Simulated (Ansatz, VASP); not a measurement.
# TiC (NiAs type (invented)): VASP beside Ansatz

Wanted: the spread between two codes on one cell, functional and k mesh. The cell is generated by rule, not measured, and may not be a known phase. The cell is taken from a series of runs on this material, whose earlier steps may have relaxed, scaled, displaced or heated it; both programs get it as it stands.

Calculated with Ansatz 0.2.0; plane waves, with VASP 6.6.1 beside it; relaxation of cell and atoms at PBE.

## (1) Starting point

It takes space group P6_3/mmc (No. 194, hexagonal). Conventional cell: a = 3.118 Å, b = 3.118 Å, c = 5.083 Å, α = 90.00°, β = 90.00°, γ = 120.00°. Ti has 6 C at 2.20 Å nearest. Nearest to C lie 6 Ti at 2.20 Å. Farther neighbours are not listed.

## (2) Ansatz: relaxation of cell and atoms, PBE

Ansatz runs on its default PAW (the set named soft_2) files.

The relaxed volume is the usual yardstick between codes: in a stiff, nearly cubic crystal its relative difference is about their pressure difference at one cell divided by the bulk modulus.

File input.yaml:

```yaml
crystal:
  lattice:
    - [3.118339, 0.0, 0.0]
    - [-1.55917, 2.700561, 0.0]
    - [0.0, 0.0, 5.0829]
  atoms:
    - { symbol: Ti, position: [0.0, 0.0, 0.0] }
    - { symbol: Ti, position: [0.0, 0.0, 0.5] }
    - { symbol: C, position: [0.333333, 0.666667, 0.25] }
    - { symbol: C, position: [0.666667, 0.333333, 0.75] }
kpoints:
  mp_grid: { grid: [15, 15, 8] }
hamiltonian:
  xc: pbe
scf:
  occupations: { method: gaussian, width: 0.1 }
output:
  forces: true
  stress: true
  eigenvalues: true
relax:
  adjacent_minimum: "off"
  f_tol: 0.005
  max_steps: 80
  cell: { stress_tol: 0.05 }
```

Command:

```
> ansatz run input.yaml --threads 2 --pin off --max-ram 5120MiB --backend cpu --events-out ev --progress --plain --runs-dir out
```

Numbers of over 12 decimals in the logs are rounded to 6 here.

What it wrote:

```text
Warning: the atoms were moved onto the symmetric positions of the space group found under crystal.symmetry.tolerance 1.0e-5 (fractional; no operation is sought that the atoms, as they stand in a round, miss by more than twice it, and no atom is moved by as much as it), and the run uses the moved positions. Before a round's move an operation carried an atom to 3.12e-6 Å from where it should land, the largest such dist [...]
Engine: ansatz 0.2.0, aarch64-unknown-linux-gnu
Pseudopotentials: kind: paw
Pseudopotential: Ti, paw, valence charge 12, recommended cutoff 420 eV (normal), Ti.paw.azcp
Pseudopotential: C, paw, valence charge 4, recommended cutoff 420 eV (normal), C.paw.azcp
Functional definition: PBE
  parameter kappa = 0.804
  parameter beta = 0.066725
  exchange = pbe_x(kappa = kappa, mu = beta*pi^2/3)
  correlation = pbe_c(beta = beta)
Crystal: 4 atoms, lattice volume = 42.804 Å³
Basis set: ecut = 420 eV, 833 PW (Γ), exchange–correlation on 48×48×72 points (8 copies of the dense FFT grid, shifted against one another)
Bands: 20, of which v1, the nominal top of the filled ones, is band 16 counted from 1 (15 counted from 0)
Symmetry: 24 space group operations
Space group: P63/mmc (ITA 194), of the structure as read, at distance tolerance 3.5e-5 Å
k-points: 135 of 1800
Non-local potential: Ti, projectors of the file, l = 0: 3, l = 1: 2, l = 2: 3, l = 3: 1
Non-local potential: C, projectors of the file, l = 0: 2, l = 1: 2, l = 2: 1
PAW form: soft (Blöchl's): semilocal exchange-correlation on the pseudo side does not see the compensation charge
PAW one-centre angular grid: Ti, 590 points (default); XC on 64 Gauss nodes
PAW one-centre angular grid: C, 110 points (default); XC on 64 Gauss nodes
Initial density: superposition of atomic densities (neutral atoms: chi_scale 0, normalization atom), corrected by the library's trained network
Initial wavefunctions: pseudopotential atomic-orbital guess
Functional: x = pbe(κ = 0.804, μ = 0.219515), c = pbe(β = 0.066725)
SCF iter   1: F=—  HF=-5502.480595 eV  |F-HF|=—  |Δ(HF+E_count)|=         —  Δρ=5.10e-3  dr2=3.25e-3  ethr=1.77e-3  ⟨swp⟩=4.6  Hψ=10373  notcnv=0
[...]
SCF iter   6: F=-5502.790932 eV  HF=-5502.790932 eV  |F-HF|=9.09e-13  |Δ(HF+E_count)|=  9.09e-13  Δρ=2.87e-8  dr2=3.42e-13  ethr=1.00e-12  ⟨swp⟩=2.0  Hψ=8097  notcnv=0
SCF 6 converged in 6 iterations: F = -5502.790932 eV  dr2 = 3.42e-13
relax step   6: F+E_penalty+E_count = -5502.79093203 eV  Δ(F+E_penalty+E_count) = -2.568e-3 eV  max|allowed force component| = 2.220e-16 eV/Å  Δτ_max = 0.0000 Å  P = +0.079 GPa  Ω = 43.099 Å³  stress off target by 2.95e-1 GPa  SCF on the basis re-selected at this cell (its energy is not comparable with the rows above)  (6 SCF iters)
[...]
relax step   7: F+E_penalty+E_count = -5502.79093755 eV  Δ(F+E_penalty+E_count) = -5.524e-6 eV  max|allowed force component| = 2.961e-16 eV/Å  Δτ_max = 0.0000 Å  P = +0.001 GPa  Ω = 43.110 Å³  energy of the carried Pulay correction = -1.520e-5 eV  (6 SCF iters, dr2 threshold 2.18e-7 eV, accepted)
[...]
relax step   8: F+E_penalty+E_count = -5502.79093614 eV  Δ(F+E_penalty+E_count) = +1.411e-6 eV  max|allowed force component| = 3.978e-16 eV/Å  Δτ_max = 0.0000 Å  P = +0.001 GPa  Ω = 43.110 Å³  stress off target by 3.06e-3 GPa  SCF on the basis re-selected at this cell (its energy is not comparable with the rows above)  (8 SCF iters)
basis re-selected at this cell: Δ(F+E_penalty+E_count) = +1.411e-6 eV, ΔP = -0.000 GPa vs the last step (what re-selecting the basis moved, of the pressure what is left beyond the Pulay correction that the steps carried, after the strain that the cell walked since its last selection, with what the two solves' SCF thresholds leave and, on support functions, any second-order correction that the steps lacked; it is no m [...]
SCF converged after 8 iterations
Free energy (F): -5502.790936 eV
Harris-Foulkes:  -5502.790936 eV  (|F-HF|=1.82e-12)
Internal energy: -5502.786842 eV  (E = F + TS)
E sigma→0 (E₀):  -5502.788889 eV
Entropy (-TS):   -0.004094 eV (-1.023 meV/atom)
Fermi energy:    13.564141 eV
--- Per-component energies (eV) ---
  E_band       = -252.473713
  E_kinetic    = 720.993519
  E_local      = -1662.534665  (includes V_loc(G=0)·N_el)
  E_nonlocal   = 64.308876
  E_hartree    = 670.461341
  E_xc         = -293.237917
  E_vxc        = -366.021070  (∫ρ·V_xc dr)
  E_paw        = -2290.305364  (= ΣΔE_a)
  E_vpaw       = -350.143323  (= ΣTr[D̂ρ^β])
  E_aug_tail   = 0.000267  (compensation charges beyond the density's cutoff)
  E_ewald      = -2712.472900
  E_smearing   = -0.004094  (= −TS)
  E_closure    = 0.000000  (closes the sum)
  Σ components = -5502.790936   (vs F -5502.790936, Δ=0.00e0)
--- Forces (eV/Å), atoms counted from 1 ---
  atom   1  Ti     0.00000000    -0.00000000     0.00000000
  atom   2  Ti    -0.00000000     0.00000000     0.00000000
  atom   3  C      0.00000000    -0.00000000     0.00000000
  atom   4  C     -0.00000000     0.00000000    -0.00000000
  max |Σ_I F_I| component: 3.70e-17 eV/Å
--- Stress (GPa, compression-positive) ---
        0.000442      -0.000000       0.000000
       -0.000000       0.000442      -0.000000
        0.000000      -0.000000       0.003057
  P = ⅓ Tr σ = 0.0013 GPa (0.013 kbar)
--- Band table (eV; the first three rows and the last of 135) ---
  k-point 0: bands = [... 12 lower, 11.4138, 12.5165, 14.7401, 14.7401, 14.7500, 14.7500, 14.8571, 15.6357]
  k-point 1: bands = [... 12 lower, 11.4816, 12.4209, 14.3208, 14.3208, 14.8000, 14.8000, 14.8898, 15.8826]
  k-point 2: bands = [... 12 lower, 11.6831, 12.0933, 13.6545, 13.6545, 14.9451, 14.9451, 15.0619, 15.9363]
  k-point 134: bands = [... 12 lower, 11.1361, 11.1361, 11.3677, 11.3677, 14.9665, 14.9665, 16.5027, 16.5027]
--- Relaxed structure (6 steps of the walk, 6 accepted, 2 SCFs on fresh bases) ---
  F+E_penalty+E_count = -5502.79093614 eV   max|allowed force component| = 3.978e-16 eV/Å   (the final SCF, on the basis selected at the relaxed cell)
  cell:  # Å, volume = 43.1096 Å³
    - [3.041617, 2.8157268718722584e-7, 0]
    - [-1.520809, 2.634117, 0]
    - [0, 0, 5.380650]
  atoms:
    - { symbol: Ti, position: [0, 0, 0] }
    - { symbol: Ti, position: [0, 0, 0.5] }
    - { symbol: C, position: [0.333333, 0.666667, 0.25] }
    - { symbol: C, position: [0.666667, 0.333333, 0.750000] }
```

## (3) VASP: relaxation of cell and atoms, PBE

The same cell, functional, mesh and smearing now go to VASP, with its own data sets.

Lines of VASP's logs that name or quote its potential files are left out, and so is its time.

File INCAR:

```
SYSTEM = TiC
PREC = Accurate
ENCUT = 600
EDIFF = 1E-07
NELM = 120
ISMEAR = 0
SIGMA = 0.1
LREAL = .FALSE.
ALGO = Normal
GGA = PE
NBANDS = 22
LASPH = .TRUE.
LORBIT = 11
LWAVE = .FALSE.
LCHARG = .FALSE.
ISIF = 3
IBRION = 2
NSW = 80
EDIFFG = -0.005
GGA_COMPAT = .FALSE.
NELMIN = 4
```

File POSCAR:

```
TiC
1.0
    3.1183390000      0.0000000000      0.0000000000
   -1.5591700000      2.7005610000      0.0000000000
    0.0000000000      0.0000000000      5.0829000000
Ti C
2 2
Direct
    0.0000000000      0.0000000000      0.0000000000
    0.0000000000      0.0000000000      0.5000000000
    0.3333334402      0.6666666667      0.2500000000
    0.6666665598      0.3333333333      0.7500000000
```

File KPOINTS:

```
Automatic mesh
0
Gamma
15 15 8
0 0 0
```

PAW data sets: Ti_sv and C (PBE family, release 64).

Command:

```
> mpirun -np 1 vasp_std
```

What it wrote:

```text
[banner, memory and clock lines left out]
running    1 mpi-ranks, on    1 nodes
 distrk:  each k-point on    1 cores,    1 groups
 distr:  one band on    1 cores,    1 groups

 POSCAR found type information on POSCAR TiC
 POSCAR found :  2 types and       4 ions
 LDA part: xc-table for (Slater+PW92), standard interpolation
 POSCAR, INCAR and KPOINTS ok, starting setup
 FFT: planning ... GRIDC
 FFT: planning ... GRID_SOFT
 FFT: planning ... GRID
 WAVECAR not read
 entering main loop
       N       E                     dE             d eps       ncg     rms          rms(c)
DAV:   1     0.370823378858E+03    0.37082E+03   -0.17585E+04  5940   0.194E+03
DAV:   2     0.205654512660E+01   -0.36877E+03   -0.35489E+03  6042   0.523E+02
DAV:   3    -0.444270601438E+02   -0.46484E+02   -0.44071E+02 10596   0.154E+02
DAV:   4    -0.465463910753E+02   -0.21193E+01   -0.21144E+01  7466   0.320E+01
DAV:   5    -0.466583240086E+02   -0.11193E+00   -0.11192E+00  8878   0.661E+00    0.245E+01
DAV:   6    -0.372260417464E+02    0.94323E+01   -0.95379E+01  7358   0.774E+01    0.114E+01
DAV:   7    -0.354050118464E+02    0.18210E+01   -0.19418E+01  7494   0.347E+01    0.655E+00
DAV:   8    -0.353428082998E+02    0.62204E-01   -0.63095E-01  7126   0.722E+00    0.361E+00
DAV:   9    -0.353671274447E+02   -0.24319E-01   -0.30814E-01  8636   0.463E+00    0.104E+00
DAV:  10    -0.353679866272E+02   -0.85918E-03   -0.14766E-01  7710   0.348E+00    0.507E-01
DAV:  11    -0.353634849006E+02    0.45017E-02   -0.39059E-02  7732   0.152E+00    0.148E-01
DAV:  12    -0.353632221528E+02    0.26275E-03   -0.31490E-03  8474   0.464E-01    0.232E-02
DAV:  13    -0.353632206808E+02    0.14720E-05   -0.83067E-05  7532   0.839E-02    0.338E-02
DAV:  14    -0.353632005972E+02    0.20084E-04   -0.10677E-04  7944   0.889E-02    0.720E-03
DAV:  15    -0.353632008140E+02   -0.21686E-06   -0.32759E-06  7404   0.162E-02    0.257E-03
DAV:  16    -0.353632009726E+02   -0.15857E-06   -0.94223E-08  4642   0.306E-03    0.117E-03
DAV:  17    -0.353632011379E+02   -0.16527E-06   -0.33776E-08  3612   0.193E-03    0.378E-04
DAV:  18    -0.353632011168E+02    0.21073E-07   -0.11379E-08  3312   0.126E-03
   1 F= -.35363201E+02 E0= -.35360818E+02  d E =-.353632E+02
[...]
2 F= -.35519123E+02 E0= -.35516892E+02  d E =-.155922E+00
[...]
3 F= -.35663734E+02 E0= -.35661667E+02  d E =-.300533E+00
[...]
4 F= -.35663757E+02 E0= -.35661697E+02  d E =-.300556E+00
[...]
5 F= -.35667293E+02 E0= -.35665231E+02  d E =-.353662E-02
 trial-energy change:   -0.003537  1 .order   -0.003113   -0.039749    0.033522
 step:   0.5034(harm=  0.4955)  dis= 0.00000  next Energy=   -35.674780 (dE=-0.110E-01)
 bond charge predicted
       N       E                     dE             d eps       ncg     rms          rms(c)
DAV:   1    -0.357549099044E+02   -0.87617E-01   -0.19940E+00  8176   0.181E+01    0.266E+00
DAV:   2    -0.356971136428E+02    0.57796E-01   -0.68240E-01  7612   0.809E+00    0.103E+00
DAV:   3    -0.356743401913E+02    0.22773E-01   -0.14452E-01  7718   0.257E+00    0.409E-01
DAV:   4    -0.356729311651E+02    0.14090E-02   -0.24291E-02  8384   0.128E+00    0.183E-01
DAV:   5    -0.356743363733E+02   -0.14052E-02   -0.41422E-03  8172   0.464E-01    0.710E-02
DAV:   6    -0.356746610980E+02   -0.32472E-03   -0.78142E-04  8484   0.124E-01    0.612E-02
DAV:   7    -0.356748572775E+02   -0.19618E-03   -0.51261E-04  6900   0.157E-01    0.355E-02
DAV:   8    -0.356748564011E+02    0.87642E-06   -0.13946E-04  7706   0.656E-02    0.100E-02
DAV:   9    -0.356748601909E+02   -0.37899E-05   -0.19749E-05  6600   0.337E-02    0.778E-03
DAV:  10    -0.356748602253E+02   -0.34394E-07   -0.34952E-06  8928   0.994E-03    0.724E-04
DAV:  11    -0.356748602050E+02    0.20310E-07   -0.64354E-08  3590   0.186E-03
   6 F= -.35674860E+02 E0= -.35672806E+02  d E =-.111036E-01
 curvature:  -0.26 expect dE=-0.332E-06 dE for cont linesearch -0.411E-07
 trial: gam=-0.00093 g(F)=  0.354E-41 g(S)=  0.129E-05 ort = 0.850E-04 (trialstep = 0.831E+00)
 search vector abs. value=  0.117E-05
 reached required accuracy - stopping structural energy minimisation
```

OUTCAR, selected parts (step 3):

```text
ion  position               nearest neighbor table
   1  0.000  0.000  0.000-   4 2.20   3 2.20   4 2.20   3 2.20   3 2.20   4 2.20   2 2.54   2 2.54

  LATTYP: Found a hexagonal cell.
 ALAT       =     3.1183390000
 C/A-ratio  =     1.6300023827

 Subroutine GETGRP returns: Found 24 space group operations
 (whereof 12 operations were pure point group operations)

The static configuration has the point symmetry D_3d.
 The point group associated with its full space group is D_6h.

 Found    135 irreducible k-points:

   k-points           NKPTS =    135   k-points in BZ     NKDIM =    135   number of bands    NBANDS=     22

   dimension x,y,z NGX =    28 NGY =   28 NGZ =   42
   dimension x,y,z NGXF=    56 NGYF=   56 NGZF=   84

   ENCUT  =  600.0 eV  44.10 Ry    6.64 a.u.   6.23  6.23 10.15*2*pi/ulx,y,z

   NELECT =      32.0000    total number of electrons

 k-points in reciprocal lattice and weights: Automatic mesh
   0.00000000  0.00000000  0.00000000       0.001
   0.06666667  0.00000000  0.00000000       0.003
   0.13333333  0.00000000  0.00000000       0.003
   0.20000000  0.00000000  0.00000000       0.003
   0.26666667  0.00000000  0.00000000       0.003
   0.33333333  0.00000000  0.00000000       0.003
   0.40000000  0.00000000  0.00000000       0.003
   0.46666667  0.00000000  0.00000000       0.003
   0.06666667  0.06666667  0.00000000       0.003
[...]
0.33333333  0.26666667  0.50000000       0.007
   0.33333333  0.33333333  0.50000000       0.001

 average (electrostatic) potential at core
       1 -72.0534       2 -72.0534       3 -45.0723       4 -45.0723

 E-fermi :   8.5745

 k-point     1 :       0.0000    0.0000    0.0000
  band No.  band energies     occupation
    ...
     10      -0.4764      2.00000
     11       3.2588      2.00000
     12       6.4284      2.00000
     13       6.4284      2.00000
     14       7.5307      2.00000
     15       9.7399      0.00000
     16       9.7399      0.00000
     17       9.7542      0.00000
     18       9.7542      0.00000
     19       9.8712      0.00000
    ...

 k-point     2 :       0.0667    0.0000    0.0000
  band No.  band energies     occupation
    ...
     10      -0.4919      2.00000
     11       3.3630      2.00000
     12       6.3873      2.00000
     13       6.4566      2.00000
     14       7.5362      2.00000
     15       8.9717      0.00000
     16       9.3407      0.00000
     17       9.4410      0.00000
     18       9.8133      0.00000
     19      10.4776      0.00000
    ...

 k-point     3 :       0.1333    0.0000    0.0000
  band No.  band energies     occupation
    ...
     12       6.2716      2.00000
     13       6.5221      2.00000
     14       7.4832      2.00000
     15       8.1672      2.00000
     16       8.5930      0.79360
     17       8.9825      0.00000
     18      10.0265      0.00000
     19      10.7227      0.00000
     20      11.1518      0.00000
     21      11.4885      0.00000
    ...

  Total       -0.0036928     -0.0036928      0.0089419      0.0000000     -0.0000000      0.0000000
  in kB       -0.1372077     -0.1372077      0.3322440      0.0000000     -0.0000000      0.0000000
  external PRESSURE =       0.0192762 kB  Pullay stress =       0.0000000 kB

  energy-cutoff  :      600.00
  volume of cell :       43.12
      direct lattice vectors                 reciprocal lattice vectors
     3.041930216  0.000000014  0.000000000     0.328738638  0.189797387  0.000000000
    -1.520965584  2.634389030 -0.000000000    -0.000000002  0.379594656  0.000000000
    -0.000000000 -0.000000000  5.380898026    -0.000000000  0.000000000  0.185842585

 POSITION                                       TOTAL-FORCE (eV/Angst)
 -----------------------------------------------------------------------------------
     -0.00000      0.00000     -0.00000         0.000000     -0.000000      0.000000
     -0.00000     -0.00000      2.69045         0.000000     -0.000000      0.000000
      0.00000      1.75626      1.34522         0.000000      0.000000      0.000000
      1.52096      0.87813      4.03567        -0.000000     -0.000000      0.000000
 -----------------------------------------------------------------------------------
    total drift:                               -0.000000      0.000000     -0.000000

  FREE ENERGIE OF THE ION-ELECTRON SYSTEM (eV)
  ---------------------------------------------------
  free  energy   TOTEN  =       -35.6748602050 eV

  energy  without entropy=      -35.6707518788  energy(sigma->0) =      -35.67280604

 reached required accuracy - stopping structural energy minimisation

 total charge
# of ion       s       p       d       tot
------------------------------------------
    1        2.214   6.243   1.894  10.351
    2        2.214   6.243   1.894  10.351
    3        0.889   1.471   0.000   2.361
    4        0.889   1.471   0.000   2.361
--------------------------------------------------
tot          6.206  15.430   3.788  25.424

[... 3 further parts left out ...]
```

CONTCAR:

```
TiC
   1.00000000000000
     3.0419302162368660    0.0000000139238912    0.0000000000000000
    -1.5209655838084688    2.6343890300694124   -0.0000000000000000
    -0.0000000000000000   -0.0000000000000000    5.3808980264663520
  Ti              C
     2     2
Direct
     0.0000000000000000    0.0000000000000000    0.0000000000000000
     0.0000000000000000    0.0000000000000000    0.5000000000000000
     0.3333334402000006    0.6666666667000030    0.2500000000000000
     0.6666665597999994    0.3333333332999970    0.7500000000000000
```

The run keeps the 24 symmetry operations of its start, so it cannot find a distortion of lower symmetry.

## (4) Differences

Known differences besides the potentials themselves: the cutoff is 420 eV in Ansatz and 600 eV in VASP; Ansatz adds a Pulay correction to the stress that steers its cell, VASP none. Total energies have different zeros and are not compared.

Both answers:

```
                                         quantity  Ansatz   VASP  difference
                                      volume (Å³)   43.11  43.12     -0.03 %
edge a after relaxation, in the typed setting (Å)   3.042  3.042     -0.01 %
edge c after relaxation, in the typed setting (Å)   5.381  5.381     +0.00 %
```

## (5) Summary of results

```json
{
 "difference in volume (relaxation of cell and atoms, PBE)": "-0.025 %"
}
```

The difference in volume is -0.025 % (relaxation of cell and atoms, PBE), within the 1.2 % picked in this series as the mark of a large difference, as far as the stopping tolerances let one tell. Such differences can come from data sets, numerical settings and the points named under the comparisons, not from the functional's error against experiment.

[Lines on the potential files, build, host, timing and source positions are cut from VASP's logs without a mark.]

[Logs are printed without paths, hosts, clocks, repeated set-up lines and the standing remarks that a program may print on its own settings, such as how far it seeks lower states.]

[Hosts, paths, dates, database ids (printed as entryN), source tags and the programs' standing remarks are cut or masked in the printed files.]
